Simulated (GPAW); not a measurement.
# CuO (P4/mmm) in GPAW: band structure with r2SCAN+U

Aim: the band structure of CuO with r2SCAN+U.

All numbers are computed with GPAW 26.7.0; they aren't measurements. Logs are shortened: lines on timing, memory, paths and dates and some standing lists are left out, and cuts for length are marked. The log counts tension as positive stress, the text compression.

## 1. Starting point

Symmetry: P4/mmm, No. 123, tetragonal system. The conventional cell has a = 4.161 Å, b = 4.161 Å, c = 3.888 Å, α = 90.00°, β = 90.00°, γ = 90.00°. Cu (site symmetry mmm) is surrounded by 4 O at 1.94 to 2.08 Å. Around Cu (site symmetry 4/mmm) lie 6 O at 1.94 to 2.08 Å. O (site symmetry 4/mmm) has 6 Cu at 1.94 to 2.08 Å as nearest neighbours. Around O (site symmetry mmm) lie 4 Cu at 1.94 to 2.08 Å.

Measurements of this composition are mostly on another form, of space group No. 15.

## 2. Band structure, r2SCAN+U

run.py

```python
from ase.dft.bandgap import bandgap
from ase.io import read, write
from ase.units import GPa
from gpaw import GPAW, PW

atoms = read('CuO.xyz')

calc = GPAW(mode=PW(800),
            xc='MGGA_X_R2SCAN+MGGA_C_R2SCAN',
            kpts={'size': (4, 4, 4), 'gamma': True},
            occupations={'name': 'fermi-dirac', 'width': 0.05},
            setups={'Cu': ':d,4.5'},
            nbands=47,
            convergence={'density': 1e-05, 'energy': 1e-05},
            maxiter=150,
            txt='gpaw.txt')
atoms.calc = calc
energy = atoms.get_potential_energy()
forces = atoms.get_forces()
stress = atoms.get_stress()
calc.write('gs.gpw')
write('result.traj', atoms)
print(f'Energy: {energy:.6f} eV')
print('Forces (eV/A):')
print(forces.round(4))
print('Stress (GPa):', (stress / GPa).round(3))
print('Fermi level:', round(calc.get_fermi_level(), 4), 'eV')
print(f'Gap: {bandgap(calc)[0]:.4f} eV, direct: {bandgap(calc, direct=True)[0]:.4f} eV')

path = atoms.cell.bandpath('GXMGZRAZ,XR,MA', npoints=100, eps=1e-4)
bs_calc = calc.fixed_density(kpts=path, symmetry='off', nbands=66,
                             convergence={'bands': 'CBM+6.0', 'eigenstates': 1e-6}, txt='bands.txt')
bs = bs_calc.band_structure()
bs.write('bs.json')
print(f'Gap on the path: {bandgap(bs_calc)[0]:.4f} eV')
```

CuO.xyz

```xyz
6
Lattice="4.1609370000 0.0000000000 0.0000000000 0.0000000000 4.1609370000 0.0000000000 0.0000000000 0.0000000000 3.8876430000" Properties=species:S:1:pos:R:3 pbc="T T T"
Cu     2.0804685000      0.0000000000      1.9438215000
Cu     0.0000000000      2.0804685000      1.9438215000
Cu     0.0000000000      0.0000000000      0.0000000000
O      0.0000000000      0.0000000000      1.9438215000
O      2.0804685000      0.0000000000      0.0000000000
O      0.0000000000      2.0804685000      0.0000000000
```

Potentials or basis: GPAW PAW data sets (gpaw-data 1.2.1), pw.

Command:

```sh
OMP_NUM_THREADS=1 python run.py
```

gpaw.txt:

```text
__  _  _
 | _ |_)|_||  |
 |__||  | ||/\| - 26.7.0

Input parameters:
  mode=PW(ecut=800.0),
  convergence={'density': 1e-05, 'energy': 1e-05},
  kpts=MonkhorstPack(size=(4, 4, 4), gamma=True),
  maxiter=150,
  nbands=47,
  occupations=Occupations(name='fermi-dirac', width=0.05),
  setups={'Cu': ':d,4.5'},
  xc=XC(name='MGGA_X_R2SCAN+MGGA_C_R2SCAN')

Diagonalizing LCAO Hamiltonian
Converting LCAO to pw mode
    .---------.
   /|         |
  / |         |
 *  |         |
 | Cu         |
 O  .-Cu------.
 | O         /
 |/         /
 Cu---O----*

Atoms  # Å, Bohr magnetons
|   | symbol |        x |        y |        z |    initial magnetic moments |
|---|--------|----------|----------|----------|-----------------------------|
| 0 |     Cu | 2.080468 | 0.000000 | 1.943822 | ( 0.0000,  0.0000,  0.0000) |
| 1 |     Cu | 0.000000 | 2.080468 | 1.943822 | ( 0.0000,  0.0000,  0.0000) |
| 2 |     Cu | 0.000000 | 0.000000 | 0.000000 | ( 0.0000,  0.0000,  0.0000) |
| 3 |      O | 0.000000 | 0.000000 | 1.943822 | ( 0.0000,  0.0000,  0.0000) |
| 4 |      O | 2.080468 | 0.000000 | 0.000000 | ( 0.0000,  0.0000,  0.0000) |
| 5 |      O | 0.000000 | 2.080468 | 0.000000 | ( 0.0000,  0.0000,  0.0000) |

Unit cell  # Å
| periodic |        x |        y |        z |  lengths |    angles |
|----------|----------|----------|----------|----------|-----------|
|      yes | 4.160937 | 0.000000 | 0.000000 | 4.160937 | 90.000000 |
|      yes | 0.000000 | 4.160937 | 0.000000 | 4.160937 | 90.000000 |
|      yes | 0.000000 | 0.000000 | 3.887643 | 3.887643 | 90.000000 |

Number of symmetries: 16
Symmetry operations  # r_c * U_cc + t_c -> r_c
|    | kind |            matrix            |
|----|------|------------------------------|
|  0 |  E   |  1, 0, 0,  0, 1, 0,  0, 0, 1 |
|  1 |  σ   |  1, 0, 0,  0, 1, 0,  0, 0,-1 |
|  2 |  σ   |  1, 0, 0,  0,-1, 0,  0, 0, 1 |
|  3 |  C2  |  1, 0, 0,  0,-1, 0,  0, 0,-1 |
|  4 |  σ   |  0, 1, 0,  1, 0, 0,  0, 0, 1 |
|  5 |  C2  |  0, 1, 0,  1, 0, 0,  0, 0,-1 |
|  6 |  C4  |  0, 1, 0, -1, 0, 0,  0, 0, 1 |
|  7 |  S4  |  0, 1, 0, -1, 0, 0,  0, 0,-1 |
|  8 |  C4  |  0,-1, 0,  1, 0, 0,  0, 0, 1 |
|  9 |  S4  |  0,-1, 0,  1, 0, 0,  0, 0,-1 |
| 10 |  σ   |  0,-1, 0, -1, 0, 0,  0, 0, 1 |
| 11 |  C2  |  0,-1, 0, -1, 0, 0,  0, 0,-1 |
| 12 |  σ   | -1, 0, 0,  0, 1, 0,  0, 0, 1 |
| 13 |  C2  | -1, 0, 0,  0, 1, 0,  0, 0,-1 |
| 14 |  C2  | -1, 0, 0,  0,-1, 0,  0, 0, 1 |
| 15 |  i   | -1, 0, 0,  0,-1, 0,  0, 0,-1 |

BZ-sampling:
  Number of BZ points: 64
  Number of IBZ points: 18

  Monkhorst-Pack size: [4, 4, 4]
  Monkhorst-Pack shift: [0.125, 0.125, 0.125]

K-points  # in reciprocal-cell coordinates
|     |                                coordinates |     weight |
|-----|--------------------------------------------|------------|
|   0 | (  0.00000000,   0.00000000,   0.00000000) | 0.01562500 |
|   1 | (  0.00000000,   0.00000000,   0.25000000) | 0.03125000 |
|   2 | (  0.00000000,   0.00000000,   0.50000000) | 0.01562500 |
|   3 | (  0.25000000,   0.00000000,   0.00000000) | 0.06250000 |
|   4 | (  0.25000000,   0.00000000,   0.25000000) | 0.12500000 |
|   5 | (  0.25000000,   0.00000000,   0.50000000) | 0.06250000 |
|   6 | (  0.25000000,   0.25000000,   0.00000000) | 0.06250000 |
|   7 | (  0.25000000,   0.25000000,   0.25000000) | 0.12500000 |
|   8 | (  0.25000000,   0.25000000,   0.50000000) | 0.06250000 |
|   9 | (  0.50000000,   0.00000000,   0.00000000) | 0.03125000 |
| ... |                                            |            |
|  17 | (  0.50000000,   0.50000000,   0.50000000) | 0.01562500 |

Plane wave coefficients: 3480
Cutoff: 800.0 eV

Spin-components: 1 (collinear spins)
Bands:           47
Projectors:      33
Spin-degeneracy: 2
Datatype:        complex128

Parallelization:
  kpt:    1
  domain: 1
  band:   1

Density:
  Valence electrons: 51.0
  Components: 1
  Grid points: [28 28 27]
  Charge: 0.0  # |e|

Potential:
  Grid points: [28 28 27]

species:
  Cu:
    name:    Copper
    Z:       29.0
    valence: 11
    core:    18
    charge:  0.0  # [|e|]
    Hubbard: {U: 4.5,  # eV
              l: 2,
              scale: True}
    compensation charges:
      type: gauss
      rc: 0.33  # [Å]
      lmax: 2
    cutoffs:
      filter: 2.06  # [Å]
      core: 2.43  # [Å]
    projectors
    | kind |    occ | energy [eV] | rcut [Å] |
    |------|--------|-------------|----------|
    |   4s |  1.000 |      -4.609 |    1.164 |
    |   4p |  0.000 |      -0.698 |    1.164 |
    |   3d | 10.000 |      -5.039 |    1.058 |
    |    s |        |      22.603 |    1.164 |
    |    p |        |      26.513 |    1.164 |
    |    d |        |      22.172 |    1.058 |

    Using partial waves for Cu as LCAO basis

  O:
    name:    Oxygen
    Z:       8.0
    valence: 6
    core:    2
    charge:  0.0  # [|e|]
    compensation charges:
      type: gauss
      rc: 0.21  # [Å]
      lmax: 2
    cutoffs:
      filter: 1.17  # [Å]
      core: 0.83  # [Å]
    projectors
    | kind |    occ | energy [eV] | rcut [Å] |
    |------|--------|-------------|----------|
    |   2s |  2.000 |     -23.961 |    0.688 |
    |   2p |  4.000 |      -9.029 |    0.598 |
    |    s |        |       3.251 |    0.688 |
    |    p |        |      18.182 |    0.598 |
    |    d |        |       0.000 |    0.619 |

    Using partial waves for O as LCAO basis

Reference energy: -141186.912427  # eV

eigensolver:
  PPCG
  Converge bands: occupied
  niter=2

density mixing:
  MSR1-Mixer
  Pratt-step length: 0.05
  Maximum mixing coefficient: 0.75
  Old densities: 10
  SVD Regularization: 0.005
  Good broyden scale: 1.0
  Trust region scale: 1.0
  Backstep threshold: 4.0
  History deletion threshold: 6.0
  Fourier metric: weight=20.0, sigma=0.015

occupation numbers:
  Fermi-Dirac:
    width: 0.0500  # eV

poisson solver:
  ecut: 6400.0  # eV

xc functional:
  name: MGGA_X_R2SCAN+MGGA_C_R2SCAN with 2 nearest neighbor stencil

convergence criteria:
- Maximum integral of absolute [dens]ity change: 1e-05 electrons / valence electron
- Maximum [total energy] change in last 3 cyles: 1e-05 eV / valence electron
- Maximum integral of absolute [eigenst]ate change: 4e-08 eV^2 / valence electron
maximum number of iterations: 150

SCF iterations
|iter     | |      energy | eigst |  dens |
|---------|-|-------------|-------|-------|
|iter:   1| |  -62.230909 | +0.32 |       |
|iter:   2| |  -51.849280 | -0.97 | -0.96 |
|iter:   3| |  -49.610968 | -1.03 | -1.02 |
|iter:   4| |  -49.154024 | -2.10 | -1.25 |
|iter:   5| |  -49.160208 | -3.15 | -1.52 |
|iter:   6| |  -49.220077 | -2.77 | -1.64 |
|iter:   7| |  -49.238785 | -2.79 | -1.90 |
|iter:   8| |  -49.238907 | -4.48 | -2.67 |
|iter:   9| |  -49.239489 | -4.65 | -2.87 |
|iter:  10| |  -49.239332 | -5.47 | -3.09 |
|iter:  11| |  -49.239333c| -6.76 | -3.82 |
|iter:  12| |  -49.239327c| -7.11 | -4.13 |
|iter:  13| |  -49.239325c| -8.29c| -4.61 |
|iter:  14| |  -49.239324c| -7.49c| -5.04c|

Converged in 14 steps
Energy contributions relative to reference atoms: (reference = -141186.912427)

Energy contributions:
  Kinetic:          73.444709
  Coulomb:         -70.701179
  Zero:              0.539765
  External:          0.000000
  Xc:              -52.501199
  Entropy:          -0.042840
  Spinorbit:         0.000000
  ----------------------------
  Free energy:     -49.260744
  Extrapolated:    -49.239324

dipole moment: (-41.012191, -41.012191, -30.133766)  # |e|*Ang

Fermi level: 4.306
Eigenvalues  # (at kpt = [0.000, 0.000, 0.000])
| band index |      eig [eV] | occ [0-2] |
|------------|---------------|-----------|
|          0 |       -16.344 |     2.000 |
|        ... |               |           |
|         19 |         1.586 |     2.000 |
|         20 |         1.622 |     2.000 |
|         21 |         1.622 |     2.000 |
|         22 |         1.749 |     2.000 |
|         23 |         2.504 |     2.000 |
|         24 |         2.624 |     2.000 |
|         25 |         2.896 |     2.000 |
|         26 |         2.896 |     2.000 |
|         27 |         6.103 |     0.000 |
|         28 |        11.626 |     0.000 |
|         29 |        13.031 |     0.000 |
|         30 |        14.013 |     0.000 |
|         31 |        14.013 |     0.000 |
|         32 |        16.050 |     0.000 |
|         33 |        16.958 |     0.000 |
|         34 |        18.326 |     0.000 |
|        ... |               |           |
|         46 |        26.833 |     0.000 |

No gap
No difference between direct/indirect transitions

Forces  # eV/Ang
|        x |        y |       z |
|----------|----------|---------|
|  0.00000 |  0.00000 | 0.00000 |  # Cu   0
|  0.00000 |  0.00000 | 0.00000 |  # Cu   1
| -0.00000 | -0.00000 | 0.00000 |  # Cu   2
|  0.00000 |  0.00000 | 0.00000 |  # O    3
|  0.00000 | -0.00000 | 0.00000 |  # O    4
| -0.00000 |  0.00000 | 0.00000 |  # O    5

Stress tensor  # eV/Ang^3
|        x |        y |        z |
|----------|----------|----------|
| 0.016194 | 0.000000 | 0.000000 |
| 0.000000 | 0.016194 | 0.000000 |
| 0.000000 | 0.000000 | 0.028199 |

# Writing to gs.gpw (mode='')
```

Run time: 14 min. Hardware: 1 thread of Arm Neoverse V1, shared host; peak memory 0.85 GiB.

Results:

| Item | Value |
| --- | --- |
| Free energy | -49.2607 eV |
| Pressure | -3.2 GPa |
| Band gap along the path | none (metal or under the smearing width) |

Levels at the corners of the path, in eV from the Fermi level:
```tsv
point	band 24	band 25	band 26	band 27	band 28	band 29
Γ	-1.80	-1.68	-1.41	-1.41	1.80	7.32
X	-1.76	-1.38	-0.86	-0.65	4.42	4.74
M	-0.75	-0.75	-0.75	1.00	4.15	7.11
Γ	-1.80	-1.68	-1.41	-1.41	1.80	7.32
Z	-0.77	-0.56	-0.56	-0.03	5.57	7.53
R	-0.76	-0.56	1.21	1.29	5.09	7.34
A	1.21	1.25	1.34	1.34	2.53	8.05
Z	-0.77	-0.56	-0.56	-0.03	5.57	7.53
X	-1.76	-1.38	-0.86	-0.65	4.42	4.74
R	-0.76	-0.56	1.21	1.29	5.09	7.34
M	-0.75	-0.75	-0.75	1.00	4.15	7.11
A	1.21	1.25	1.34	1.34	2.53	8.05
```

Caveat: the k mesh is coarse (spacing up to 0.40 Å⁻¹), so the values aren't converged; with this Cu data set, volumes or pressures lay over 1.5 % or 2 GPa off other programs in two to four cells of ten; the PAW data sets were made with another functional, which shifts forces and pressure a little; an odd number of electrons without spin polarisation forces a metal; a magnetic or distorted state may lie lower; the run has no spin polarisation, though such a crystal can be magnetic; U without spin polarisation on a metal has little footing.
